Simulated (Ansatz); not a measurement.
# W: stress in a strained cell

Aim: deform W (zz strain of +3 %) and compute stress, forces and field gradients with LAPW, PAW and all-electron datasets made for the crystal.

Method: DFT PBE, scalar-relativistic, in Ansatz 0.2.0.

**1. The system as given**

It takes space group Fm-3m (No. 225, cubic). Conventional cell: a = 4.060 Å, b = 4.060 Å, c = 4.060 Å, α = 90.00°, β = 90.00°, γ = 90.00°. Around W (site symmetry m-3m) lie 12 W at 2.87 Å.

As a file:

```cif
data_structure
_symmetry_space_group_name_H-M 'Fm-3m'
_symmetry_Int_Tables_number 225
_cell_length_a 4.0600
_cell_length_b 4.0600
_cell_length_c 4.0600
_cell_angle_alpha 90.000
_cell_angle_beta 90.000
_cell_angle_gamma 90.000
_cell_volume 66.92
loop_
_atom_site_label
_atom_site_type_symbol
_atom_site_symmetry_multiplicity
_atom_site_Wyckoff_symbol
_atom_site_fract_x
_atom_site_fract_y
_atom_site_fract_z
_atom_site_occupancy
W1 W 4 a 0.00000 0.00000 0.00000 1
```

The file gives the conventional cell by its symmetry; the runs use the cell typed in the input.

**2. After the deformation**

Space group Fm-3m before, I4/mmm after.

**3. All-electron LAPW**

input.yaml reads:

```yaml
crystal:
  lattice:
    - [0.0, 2.03, 2.0909]
    - [2.03, 0.0, 2.0909]
    - [2.03, 2.03, 0.0]
  atoms:
    - { symbol: W, position: [0.0, 0.0, 0.0] }
kpoints:
  mp_grid: { grid: [14, 14, 14] }
  band_path:
    path:
      - [0.0, 0.0, 0.0]
      - [0.0, 0.5, 0.5]
      - [0.25, 0.75, 0.5]
      - [0.0, 0.5, 0.0]
      - [0.0, 0.0, 0.0]
      - [0.5, 0.5, 0.0]
      - [0.3678244886, 0.6321755114, 0.0]
      - [-0.3678244886, 0.3678244886, 0.0]
      - [0.0, 0.0, 0.0]
    npoints: 5
scf:
  occupations: { method: fermi_dirac, width: 0.05 }
hamiltonian:
  xc: pbe
  pseudopotentials: { kind: all_electron, lapw: { basis_error: 0.00025 } }
output:
  forces: true
  stress: true
  eigenvalues: true
```

On the command line:

```
ansatz run input.yaml --threads 1 --pin off --max-ram 3072MiB --backend cpu --events-out ev --progress --plain --runs-dir out
```

**4. PAW on the default files**

input.yaml reads:

```yaml
crystal:
  lattice:
    - [0.0, 2.03, 2.0909]
    - [2.03, 0.0, 2.0909]
    - [2.03, 2.03, 0.0]
  atoms:
    - { symbol: W, position: [0.0, 0.0, 0.0] }
kpoints:
  mp_grid: { grid: [14, 14, 14] }
scf:
  occupations: { method: fermi_dirac, width: 0.05 }
hamiltonian:
  xc: pbe
  pseudopotentials: { kind: paw }
output:
  forces: true
  stress: true
  eigenvalues: true
  efg: { contact_densities: true }
```

**5. Datasets made for this crystal**

Edit input.yaml of step 4 so:

```diff
@@ -13,3 +13,3 @@
   xc: pbe
-  pseudopotentials: { kind: paw }
+  pseudopotentials: { kind: all_electron, datasets: crystal }
 output:
```

(Steps that only read results are left out.)

Before running it: what results should come out? Wanted: pressure; largest shear or deviatoric stress.

**Answer**, as computed:

```
                                 quantity                                                 value
                                 pressure  LAPW -11.89, PAW -12.01, crystal datasets -11.89 GPa
largest shear or deviatoric stress (LAPW)                                              5.09 GPa
```

The largest part of the stress beyond the pressure is 5.09 GPa in size, in the zz component. No run of the undeformed cell stands beside it, so the pressure holds what the given cell had before the change. PAW: stress within 0.13 GPa of LAPW. Crystal datasets: stress within 0.01 GPa of LAPW. Spin-orbit coupling is left out, though the cell holds W; in elements this heavy it can shift bands and gaps by tenths of an eV.
